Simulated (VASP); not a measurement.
Input of a VASP 6.6.1 run:

File INCAR:

```
PREC = Accurate
ENCUT = 520
EDIFF = 1E-6
ISMEAR = -5
SIGMA = 0.01
LREAL = False
LASPH = True
NELM = 60
ALGO = Normal
ISIF = 2
LWAVE = False
LCHARG = False
LMAXMIX = 4
LDAU = True
LDAUTYPE = 2
LDAUL = 2
LDAUU = 4.5
LDAUJ = 0
LDAUPRINT = 1
METAGGA = R2SCAN
LMIXTAU = True
LUSE_VDW = True
IVDW_NL = 2
BPARAM = 11.95
CPARAM = 0.0093
LORBIT = 11
NEDOS = 2001
```

KPOINTS

```
regular mesh
0
Gamma
  11 11 11
```

Contents of POSCAR:

```
Ag
1.0
   -0.0403880000      2.0841720000      2.0527140000
    2.0116240000      0.0176180000      1.9947070000
    2.0357300000      2.0502710000     -0.0064870000
Ag
1
Cartesian
    0.0029644486     -0.0213881436      0.0151403077
```

Potentials or basis: VASP PAW PBE potentials, release 64 (Ag).

Run with:

```bash
$ cat potpaw_PBE.64/Ag/POTCAR > POTCAR
$ mpirun -np 1 vasp_std > vasp.out
```

Estimate the band gap on the k mesh.

none (metal or under the smearing width).

What does it give for the pressure?

-1.5 GPa.

States per cell in windows of 0.5 eV (zero at the Fermi level; states under -8 eV left out):
```csv
from (eV),total,Ag1_d,Ag1_p,Ag1_s
-8.0,0.84,0.73,0.00,0.02
-7.5,1.71,1.43,0.02,0.07
-7.0,1.43,1.26,0.02,0.03
-6.5,1.65,1.48,0.02,0.03
-6.0,1.69,1.54,0.03,0.03
-5.5,1.36,1.28,0.01,0.02
-5.0,1.49,1.44,0.01,0.02
-4.5,0.07,0.03,0.01,0.02
-4.0,0.07,0.02,0.01,0.02
-3.5,0.08,0.02,0.01,0.02
-3.0,0.08,0.02,0.01,0.02
-2.5,0.09,0.02,0.02,0.02
-2.0,0.09,0.02,0.02,0.02
-1.5,0.10,0.02,0.02,0.03
-1.0,0.11,0.02,0.03,0.02
-0.5,0.12,0.02,0.03,0.02
0.0,0.13,0.02,0.04,0.02
0.5,0.12,0.02,0.04,0.02
1.0,0.13,0.02,0.04,0.02
1.5,0.12,0.02,0.04,0.02
2.0,0.13,0.02,0.05,0.02
2.5,0.12,0.02,0.04,0.01
3.0,0.09,0.02,0.03,0.01
3.5,0.11,0.02,0.03,0.02
4.0,0.12,0.02,0.03,0.03
4.5,0.13,0.03,0.03,0.04
5.0,0.14,0.03,0.03,0.04
5.5,0.18,0.03,0.05,0.04
6.0,0.14,0.03,0.04,0.03
6.5,0.14,0.03,0.04,0.03
7.0,0.18,0.04,0.04,0.04
7.5,0.19,0.04,0.05,0.04
```

Caveat: the PAW data sets were made with another functional, which shifts forces and pressure a little; U without spin polarisation on a metal has little footing; pairwise dispersion overbinds metals, which lowers pressure and volume; the U is typed as a test and isn't derived for this compound; tetrahedron occupations give inexact forces and stress in metals.
